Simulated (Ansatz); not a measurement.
Crystal: MnS.

```xyz
2
Lattice="0.0000 2.6045 2.6045 2.6045 0.0000 2.6045 2.6045 2.6045 0.0000" Properties=species:S:1:pos:R:3 pbc="T T T"
Mn    0.0000    0.0000    0.0000
S     2.6045    2.6045    2.6045
```

Base run:

- Program: Ansatz 0.2.0
- Functional: HSE06 form with a typed share of exact exchange
- Potentials or basis: Ansatz PAW
- Cutoff: 420 eV (not typed: the program's choice for these potentials)
- k mesh: 5 × 5 × 5
- Occupations: fermi-dirac, width 0.05 eV
- Spin: collinear spin, ferromagnetic start
- Starting moments: [4.0, 0.0] μB

Its results: band gap on the k mesh 1.91 eV, indirect (least direct gap 4.41 eV); pressure 2.1 GPa; net moment 5.00 μB per cell; site moments Mn +4.55; S +0.13 μB.

Question: The run is repeated on the same cell with these changes: share of exact exchange from 0.35 to 0.1. What comes out?

Answer: Band gap on the k mesh none (metal or under the smearing width); pressure 0.0 GPa; net moment 4.91 μB per cell; site moments Mn +4.40; S +0.16 μB.

Caveats: some runs use coarse meshes; the magnetic or orbital state may not be the lowest; a cell with one magnetic atom can't hold antiferromagnetic order, which such compounds often take; the PAW data sets come from PBE, with cores solved anew for the run's functional, which leaves a small shift of forces and pressure; the thresholds are loose for stress; odd divisions of the mesh miss points on the zone boundary, where band edges often lie, so the gap on the mesh can be too wide (some runs).

A k mesh can miss the band edges.
